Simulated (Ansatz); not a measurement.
# Relaxation of NbP

Computed with DFT PBE, scalar-relativistic, plane waves, PAW in Ansatz. (420 eV cutoff, 10×10×4 k-mesh, Gaussian smearing of 0.10 eV, no spin polarisation)

What was changed: uniaxial strain along a, with b, c and atoms relaxed: -3.0 %.

Command:

```bash
ansatz run input.yaml --threads 1 --pin off --max-ram 2560MiB --backend cpu --events-out ev --progress --plain --runs-dir out
```

Input:

```yaml
crystal:
  lattice:
    - [3.2466354389, 0.0, 0.0]
    - [0.0, 3.3721496955, 0.0]
    - [0.0, 0.0, 11.5136742039]
  atoms:
    - { symbol: Nb, position: [0.5, 0.5, -0.0007137355] }
    - { symbol: Nb, position: [0.0, 0.5, 0.7501312872] }
    - { symbol: Nb, position: [0.0, 0.0, 0.4992862645] }
    - { symbol: Nb, position: [0.5, 0.0, 0.2501312872] }
    - { symbol: P, position: [0.0, 0.0, 0.0824871906] }
    - { symbol: P, position: [0.5, 0.0, 0.8333524077] }
    - { symbol: P, position: [0.5, 0.5, 0.5824871906] }
    - { symbol: P, position: [0.0, 0.5, 0.3333524077] }
basis:
  ecutwfc: 420
kpoints:
  mp_grid: { grid: [10, 10, 4] }
hamiltonian:
  xc: pbe
scf:
  occupations: { method: gaussian, width: 0.1 }
output:
  forces: true
  stress: true
  eigenvalues: true
relax:
  adjacent_minimum: "off"
  f_tol: 0.008
  max_steps: 40
  cell: { stress_tol: 0.015, fix: [a, angles] }
```

F is the free energy. Steps run on the plane waves of an earlier cell, but the last one, and at times one on the way, on a freshly chosen basis, so a repeated geometry can differ a little in energy. The held parts of the cell keep their stress, so P needn't end at zero.

Steps:

```
step F − F(1) (eV) largest force component (eV/Å) V (Å³/atom) P (GPa)
   1         0.0000                           0.075       15.757     3.53
   2        -0.0016                           0.042       15.902     1.74
   3        -0.0030                           0.005       15.845     2.43
   4        -0.0030                           0.001       15.843     2.45
   5        -0.0031                           0.001       15.843     2.45
```

Relaxed structure:

```xyz
8
Lattice="3.2466 0.0000 0.0000 0.0000 3.3821 0.0000 0.0000 0.0000 11.5431" Properties=species:S:1:pos:R:3 pbc="T T T"
Nb    1.6233    1.6910   -0.0126
Nb    0.0000    1.6910    8.6598
Nb    0.0000    0.0000    5.7590
Nb    1.6233    0.0000    2.8882
P     0.0000    0.0000    0.9514
P     1.6233    0.0000    9.6236
P     1.6233    1.6910    6.7229
P     0.0000    1.6910    3.8521
```

The structure is orthorhombic, space group Imm2 (No. 44). The conventional cell has a = 3.247 Å, b = 3.382 Å, c = 11.543 Å, α = 90.00°, β = 90.00°, γ = 90.00°. Nb (site symmetry mm2) has 6 P at 2.53 to 2.55 Å as nearest neighbours. Nb (site symmetry mm2) has 6 P at 2.53 Å as nearest neighbours. P (site symmetry mm2) has 6 Nb at 2.53 Å as nearest neighbours. P (site symmetry mm2) is surrounded by 6 Nb at 2.53 to 2.55 Å.

The run converged. Time: 2.2 min on 1 thread of AMD EPYC 9R14 (Zen 4) (shared host), peak memory 0.73 GiB.